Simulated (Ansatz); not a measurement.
Input of an Ansatz 0.2.0 run:

input.yaml

```yaml
crystal:
  lattice:
    - [0.0, 2.3885, 2.3885]
    - [2.3885, 0.0, 2.3885]
    - [2.3885, 2.3885, 0.0]
  atoms:
    - { symbol: As, position: [0.749623, 0.749586, 0.731697] }
    - { symbol: B, position: [0.003312, -0.022267, -0.014858] }
kpoints:
  mp_grid: { grid: [10, 10, 10] }
scf:
  occupations: { method: fermi_dirac, width: 0.05 }
hamiltonian:
  xc: pbe
  pseudopotentials: { kind: all_electron, lapw: { basis_error: 0.001 } }
output:
  forces: true
  stress: true
  eigenvalues: true
  populations: true
```

Potentials or basis: all-electron LAPW, scalar-relativistic.

Run with:

```console
$ ansatz run input.yaml --threads 1 --pin off --max-ram 2560MiB --backend cpu --events-out ev --progress --plain --runs-dir out
```

Problem. What does it give for the Loewdin charges?

Solution. As +0.65; B -0.61 e.

Problem. Estimate the band gap on the k mesh.

Solution. 0.66 eV, indirect (least direct gap 2.40 eV).

Problem. Estimate the largest force.

Solution. 0.996 eV/Å.

Stress tensor (GPa, compression positive):
```
 2.93  1.75 -0.44
 1.75  3.08  1.78
-0.44  1.78  2.94
```

A k mesh can miss the band edges.
